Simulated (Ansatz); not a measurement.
Crystal: Bi.

```
CELL_PARAMETERS angstrom
2.26750 1.30914 3.93800
-2.26750 1.30914 3.93800
0.00000 -2.61828 3.93800
ATOMIC_POSITIONS crystal
Bi 0.76600 0.76600 0.76600
Bi 0.23400 0.23400 0.23400
```

- Program: Ansatz 0.2.0
- Task: relaxation of cell and atoms
- Functional: PBEsol
- Potentials or basis: Ansatz PAW
- Cutoff: 420 eV (not typed: the program's choice for these potentials)
- k mesh: 7 × 7 × 7
- Occupations: fermi-dirac, width 0.05 eV
- Spin: no spin polarisation

At the start: volume 35.07 Å³/atom.

Task: Where does the relaxation end?

Result: It ends after 5 steps and the volume is 34.32 Å³/atom (-2.1 %); space group R-3m (No. 166, to 0.05 Å).

Step by step:
| step | energy change (eV) | largest force (eV/Å) | volume (Å³) |
| --- | --- | --- | --- |
| 1 | 0.0000 | 0.1293 | 70.14 |
| 2 | -0.0049 | 0.0012 | 69.15 |
| 3 | -0.0062 | 0.0121 | 68.62 |
| 4 | -0.0066 | 0.0097 | 68.64 |
| 5 | -0.0064 | 0.0097 | 68.64 |

Final structure:
```xyz
2
Lattice="2.2682 1.3095 3.8516 -2.2682 1.3095 3.8516 0.0000 -2.6191 3.8516" Properties=species:S:1:pos:R:3 pbc="T T T"
Bi    0.0000    0.0000    8.8179
Bi    0.0000    0.0000    2.7370
```

Caveat: the plane-wave basis is chosen anew once the cell has moved, so the energies of steps on either side of that aren't comparable; the PAW data sets come from PBE, with cores solved anew for the run's functional, which leaves a small shift of forces and pressure.
